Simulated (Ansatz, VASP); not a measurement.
## BAs: VASP beside Ansatz

POSCAR

```
BAs
1.0
    0.0000000000      2.3052873216      2.3052873216
    2.3052873216      0.0000000000      2.3052873216
    2.3052873216      2.3052873216      0.0000000000
B As
1 1
Direct
    0.0000000000      0.0000000000      0.0000000000
    0.5000000000      0.5000000000      0.5000000000
```

The input INCAR.step1:

```
ALGO = Normal
EDIFF = 1E-5
ENCUT = 520
GGA = PE
ISIF = 2
ISMEAR = -1
LASPH = T
LCHARG = F
LREAL = F
LWAVE = T
NBANDS = 11
NELM = 80
PREC = Accurate
SIGMA = 0.02
```

The input INCAR.step2:

```
AEXX = 0.4
ALGO = Normal
EDIFF = 1E-6
ENCUT = 520
GGA = PE
HFSCREEN = 0.5
ISIF = 2
ISMEAR = -1
ISTART = 1
LASPH = T
LCHARG = F
LHFCALC = T
LREAL = F
LWAVE = F
NBANDS = 11
NELM = 80
PREC = Accurate
PRECFOCK = Normal
SIGMA = 0.02
```

The input KPOINTS:

```
k-points
0
Gamma
  4 4 4
```

Input for Ansatz:

```yaml
crystal:
  lattice:
    - [0.0, 2.3052873216, 2.3052873216]
    - [2.3052873216, 0.0, 2.3052873216]
    - [2.3052873216, 2.3052873216, 0.0]
  atoms:
    - { symbol: B, position: [0.0, 0.0, 0.0] }
    - { symbol: As, position: [0.5, 0.5, 0.5] }
kpoints:
  mp_grid: { grid: [4, 4, 4] }
hamiltonian:
  xc: { exchange: pbe, correlation: pbe, exx: { coeff: 0.4, omega: 0.5 } }
scf:
  occupations: { method: fermi_dirac, width: 0.02 }
  n_extra_bands: 4
output:
  forces: true
  stress: true
  eigenvalues: true
```

Alike in both runs: task single point; functional PBE-based screened hybrid; k mesh 4 × 4 × 4; occupations fermi-dirac, width 0.02 eV; no spin polarisation.

|  | VASP | Ansatz |
| --- | --- | --- |
| version | VASP 6.6.1 | Ansatz 0.2.0 |
| potentials or method | VASP PAW PBE potentials, release 64 (B, As) | plane waves |
| plane-wave cutoff (eV) | 520 | 420 |
| valence electrons in the cell | 8 | 18 |

```csv
,VASP,Ansatz,Ansatz less VASP
pressure (GPa),2.4,3.2,+0.74
```

The two sets of potentials don't hold the same shells in valence. Ansatz warned: «filled_band_counts_differ_across_k_points».

Caveats: the k mesh is coarse (spacing up to 0.59 Å⁻¹), so the values aren't converged; the PAW data sets were made with another functional, which shifts forces and pressure a little (VASP).
